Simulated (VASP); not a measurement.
A run of VASP 6.6.1:

The input INCAR:

```
  PREC = Accurate
  ENCUT = 520
  EDIFF = 1E-7
  ISMEAR = 0
  SIGMA = 0.02
  LREAL = False
  LASPH = True
  NELM = 60
  ALGO = Normal
  ISIF = 2
  LWAVE = False
  LCHARG = False
  GGA = PS
```

The input KPOINTS:

```
Automatic mesh
0
Gamma
  14 14 14
```

Contents of POSCAR:

```
GaN
1.0
    0.0000000000      2.1352350000      2.1352350000
    2.1352350000      0.0000000000      2.1352350000
    2.1352350000      2.1352350000      0.0000000000
Ga N
1 1
Direct
    0.0000000000      0.0000000000      0.0000000000
    0.5000000000      0.5000000000      0.5000000000
```

Potentials or basis: VASP PAW PBE potentials, release 64 (Ga_d, N).

Command:

```sh
$ cat potpaw_PBE.64/Ga_d/POTCAR potpaw_PBE.64/N/POTCAR > POTCAR
$ mpirun -np 1 vasp_std > vasp.out
```

Hardware: 1 thread of Intel(R) Xeon(R) 6975P-C (Granite Rapids) (shared host).

Task: How long does it take, and how much memory?

Result: Wall time 8.3 s on 1 thread of Intel(R) Xeon(R) 6975P-C (Granite Rapids), on a shared host, peak memory 0.15 GiB. Counts: scf iterations 13, k points 104.
